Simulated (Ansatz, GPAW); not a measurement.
# Geometry or basis: what sets the conductance of butane-1,4-dithiol between two Pd chains, part 4 of 4

Aim: the conductance of butane-1,4-dithiol between two Pd chains after relaxation, and whether geometry, basis or functional moves it most.

GPAW 26.7.0 and Ansatz 0.2.0; Ansatz plane waves; relaxation of the junction with the lead ends held; PAW set soft_1 (the session's first sound run).

So far, transmission at the Fermi level (one spin): step 3 (plane waves, PBE) 0.0460; step 5 (single-zeta polarised basis, PBE, GPAW) 0.0474; step 6 (GPAW, sz: basis = "sz(dzp)", PBE, GPAW) 0.0335; step 7 (RPBE in the dzp basis: xc = "RPBE") 0.0445; step 8 (without the relaxation: geometry = "as built", PBE, GPAW) 0.444.

**10. The levels side by side**

The curves are compared point by point over the common energies.

This step: comparison of transmission and cost over codes, levels and geometry; PAW set soft_1 (GPAW 26.7.0).

Ladder, by row:

```csv
step,code,T at the Fermi level (sum over the listed spins),conductance (G0),r.m.s. T(E) from the first,wall time (s),peak memory (GiB),threads
pw-pbe,Ansatz,0.04598,0.04398,0,5739,7.029,4
dzp,GPAW,0.0461,0.04321,0.04317,403.7,2.29,1
szp,GPAW,0.04742,0.04637,0.07952,207.1,2.17,1
sz,GPAW,0.0335,0.03182,0.06899,160.5,2.08,1
dzp-RPBE,GPAW,0.04447,0.04187,0.0362,389.2,2.29,1
asbuilt,GPAW,0.4438,0.423,0.1817,381.5,2.29,1
```

Transmission, zone mean, sum over the listed spins against energy, zero at the Fermi level:

```csv
energy (eV),pw-pbe,dzp,szp,sz,dzp-RPBE,asbuilt
-2.000,0.0460,0.0631,0.0534,0.0272,0.0692,0.104
-1.800,0.0101,0.0179,0.00982,0.00519,0.0190,0.163
-1.600,0.00574,0.00704,0.00729,0.00314,0.00727,0.244
-1.400,0.0150,0.0111,0.118,0.0153,0.0124,0.228
-1.350,0.0287,0.0175,0.215,0.0403,0.0205,0.212
-1.275,0.137,0.0544,0.0480,0.150,0.0711,0.190
-1.200,0.601,0.256,0.00450,0.0398,0.302,0.176
-1.175,0.474,0.323,0.00308,0.0167,0.325,0.174
-1.000,0.0131,0.0215,0.00227,0.00246,0.0168,0.0385
-0.800,0.00557,0.00210,0.00220,0.00141,0.00211,0.0348
-0.600,0.0150,0.0362,0.0381,0.0192,0.0368,0.0356
-0.400,0.0268,0.0192,0.0285,0.0193,0.0182,0.188
-0.200,0.0321,0.0386,0.0424,0.0293,0.0394,0.573
0.000,0.0460,0.0461,0.0474,0.0335,0.0445,0.444
0.075,0.0578,0.0549,0.0799,0.0485,0.0516,0.266
0.150,0.0767,0.0708,0.0414,0.0326,0.0695,0.00128
0.200,0.0688,0.0633,0.0362,0.0283,0.0610,6.0e-4
0.400,0.0504,0.0446,0.0255,0.0198,0.0436,1.3e-4
0.600,0.0318,0.0285,0.0189,0.0145,0.0287,5.5e-5
0.800,0.0199,0.0181,0.0135,0.0104,0.0184,2.8e-5
1.000,0.0130,0.0120,0.00981,0.00753,0.0122,1.5e-5
1.200,0.00908,0.00844,0.00741,0.00572,0.00859,8.7e-6
1.400,0.00672,0.00628,0.00582,0.00454,0.00638,6.2e-6
1.600,0.00527,0.00495,0.00476,0.00376,0.00501,6.1e-6
1.800,0.00439,0.00415,0.00408,0.00326,0.00417,8.2e-6
2.000,0.00394,0.00374,0.00367,0.00297,0.00373,1.3e-5
```

**11. Broadening 0.01**

The broadening keeps the Green's functions finite; too large a value absorbs electrons where channels are open and leaks them where none are.

This step: GPAW LCAO, PAW setups; Landauer transmission from Green's functions with principal layers (ASE), zero bias (GPAW 26.7.0).

run.py reads:

```python
import json
import numpy as np
from ase import Atoms
from ase.transport.calculators import TransportCalculator
from gpaw import GPAW, FermiDirac
from gpaw.lcao.tools import get_lcao_hamiltonian
from scipy.linalg import eigh

# The junction with lead layers at both ends, along the third cell vector
device = Atoms(
    ['Pd', 'Pd', 'Pd', 'Pd', 'Pd', 'Pd', 'Pd', 'Pd', 'S', 'H', 'C', 'H', 'H', 'C', 'H', 'H', 'C', 'H', 'H', 'C', 'H', 'S', 'Pd', 'Pd', 'Pd', 'Pd', 'Pd', 'Pd', 'Pd', 'Pd'],
    positions=[
        [5.50063, 4.69117, 1.25000],
        [5.50063, 4.69117, 3.75000],
        [5.50063, 4.69117, 6.25000],
        [5.50063, 4.69117, 8.75000],
        [5.50063, 4.69117, 11.25000],
        [5.50063, 4.69117, 13.75000],
        [4.71872, 4.24718, 16.09318],
        [6.20744, 4.94978, 18.00288],
        [6.03393, 3.89063, 19.91291],
        [5.65801, 5.94091, 21.18701],
        [5.32559, 4.90045, 21.29174],
        [6.88294, 4.31541, 22.68250],
        [4.23017, 4.87755, 21.20518],
        [5.78282, 4.30806, 22.64170],
        [5.47529, 3.25181, 22.69310],
        [5.52101, 6.13080, 23.80561],
        [5.21387, 5.07444, 23.85749],
        [6.76628, 4.50756, 25.29547],
        [4.11375, 5.06680, 23.81663],
        [5.67096, 4.48315, 25.20793],
        [5.33948, 3.44239, 25.31348],
        [4.95925, 5.49550, 26.58285],
        [4.79634, 4.43358, 28.49121],
        [6.28070, 5.13449, 30.40506],
        [5.50063, 4.69117, 32.74907],
        [5.50063, 4.69117, 35.24907],
        [5.50063, 4.69117, 37.74907],
        [5.50063, 4.69117, 40.24907],
        [5.50063, 4.69117, 42.74907],
        [5.50063, 4.69117, 45.24907]],
    cell=[[11.00125, 0.0, 0.0], [0.0, 9.38235, 0.0], [0.0, 0.0, 46.49907]],
    pbc=True)

# One principal layer of the lead: the first 5 atoms of the device
lead = Atoms(
    ['Pd', 'Pd', 'Pd', 'Pd', 'Pd'],
    positions=[
        [5.50063, 4.69117, 1.25000],
        [5.50063, 4.69117, 3.75000],
        [5.50063, 4.69117, 6.25000],
        [5.50063, 4.69117, 8.75000],
        [5.50063, 4.69117, 11.25000]],
    cell=[[11.00125, 0.0, 0.0], [0.0, 9.38235, 0.0], [0.0, 0.0, 12.5]],
    pbc=True)

settings = dict(mode='lcao', basis='dzp', xc='PBE', h=0.2,
                occupations=FermiDirac(0.1), maxiter=250,
                mixer=dict(beta=0.1, nmaxold=8, weight=100.0),
                convergence=dict(density=0.0001))
energies = np.arange(-2, 2 + 1e-9, 0.025)
eta = 0.01
n1, n2 = 1, 1
# k and -k transmit alike, so half of the mesh across the current serves
mesh = [(i, j) for i in range(n1) for j in range(n2) if (i, j) <= (-i % n1, -j % n2)]
weights = np.array([1 if (i, j) == (-i % n1, -j % n2) else 2 for i, j in mesh]) / (n1 * n2)

# [... helper functions left out ...]
fermi_lead = ground_state(lead, (1, 1, 9), 'lead.txt')
fermi_device = ground_state(device, (1, 1, 2), 'device.txt')
# [... loop over the mesh left out, but for ...]
        # Shift the lead onto the potential of the device's first layer
        shift = ((H[:, 0, 0] - H0[:, 0, 0]) / S0[0, 0]).real.mean()
# [...]
kT = 8.617333e-5 * 300
bias = [0.1, 0.2, 0.5, 1.0, 1.5, 2.0]
# [... integrals and printing left out ...]
```

The run is started by

```
$ OMP_NUM_THREADS=1 OPENBLAS_NUM_THREADS=1 python run.py
```

The program printed:

```text
basis functions: device 550, principal layer 135
Fermi level: lead -4.2411 eV, device -4.0964 eV; lead shifted by -0.0034 eV
largest coupling past the next layer 1.07e-04 eV, largest misfit of the first layer 0.085 eV
  E-E_F (eV)   T (one spin)  [channel counts left out]
    -2.000    4.1346e-02
    -1.975    3.6632e-02
    -1.950    3.1880e-02
    -1.925    2.7440e-02
    -1.900    2.3444e-02
    -1.875    2.0018e-02
    -1.850    1.7076e-02
    -1.825    1.4575e-02
    -1.800    1.2468e-02
    -1.775    1.0709e-02
    -1.750    9.2615e-03
    -1.725    8.0909e-03
    -1.700    7.1616e-03
    -1.675    6.4393e-03
    -1.650    5.8913e-03
    -1.625    5.4946e-03
[...]
1.825    3.6674e-03
     1.850    3.6109e-03
     1.875    3.5593e-03
     1.900    3.5125e-03
     1.925    3.4705e-03
     1.950    3.4332e-03
     1.975    3.4006e-03
     2.000    3.3728e-03
conductance at 300 K: 0.028015 G0 a cell; thermopower -35.15 uV/K
current from the zero-bias T(E) at 0.1 V: 0.21353 uA
current from the zero-bias T(E) at 0.2 V: 0.41485 uA
current from the zero-bias T(E) at 0.5 V: 1.1218 uA
current from the zero-bias T(E) at 1.0 V: 2.117 uA
current from the zero-bias T(E) at 1.5 V: 2.7354 uA
current from the zero-bias T(E) at 2.0 V: 3.0673 uA
```

Run time: 6.2 min. Hardware: 1 thread of Arm Neoverse V2, shared host; peak memory 2.3 GiB.

The run finished with changed settings (eta = 0.01); it serves as a test.

The two runs compared:

```
                                  quantity  this run  sound run  difference
                          conductance (G₀)  0.028015   0.043207     -0.0152
transmission at the Fermi level (one spin)  0.029848   0.046096     -0.0162
```

The two runs differ clearly in the transmission at the Fermi level (one spin): 0.0298 against 0.0461.

**12. Results**

```
conductance                                        : 0.0432 G₀
transmission at the Fermi level, mean of the spins : 0.0461
```

What this shows: In the dzp basis the junction conducts 0.0432 G₀ at 300 K, with T = 0.0461 a spin at the Fermi level; the szp basis reaches that conductance within 10 %. Relaxation moved atoms by up to 2.2 Å and took the conductance from 0.423 to 0.0432 G₀, as a ratio a larger change than the step from dzp to the minimal basis. Plane waves (PBE) give T = 0.0460 there. Measured against the first run (pw-pbe), the nearest curve is that of dzp-RPBE (r.m.s. 0.036) and the farthest that of asbuilt (0.18). Over the compared runs wall time goes from 160 s (sz) to 5739 s (pw-pbe), on a shared host; the plane-wave run used 4 threads and the orbital runs 1. Moves of this size go well beyond a change of bond lengths: the free chain atoms or the scatterer took up a new arrangement, and the name in the title describes the start. The leads kept an estimated spacing and the cell its length, so the junction may be under some tension or compression. The run had no spin polarisation, so a magnetic state, which chains and small molecules with open shells often have, wasn't tested. Semilocal functionals put molecular levels too near the Fermi level, so such conductances usually come out too high, and chain electrodes have a sharper density of states than real ones. An evenly spaced straight chain is an idealisation: free chains tend to dimerise, zigzag or, where a band edge lies near the Fermi level, turn magnetic. The currents use the zero-bias T(E) throughout, which holds only while the bias is small against the distance to the nearest feature. Within about eight thermal energies of the Fermi level ln T(E) bends sharply from one computed energy to the next, or the lead's channel count changes, so the thermal averages, above all the thermopower, rest on an interpolation that may be rough.

[Logs are printed without paths, hosts, clocks, repeated set-up lines and the standing remarks that a program may print on its own settings, such as how far it seeks lower states.]

[Hosts, paths, dates, database ids (printed as entryN), source tags and the programs' standing remarks are cut or masked in the printed files.]
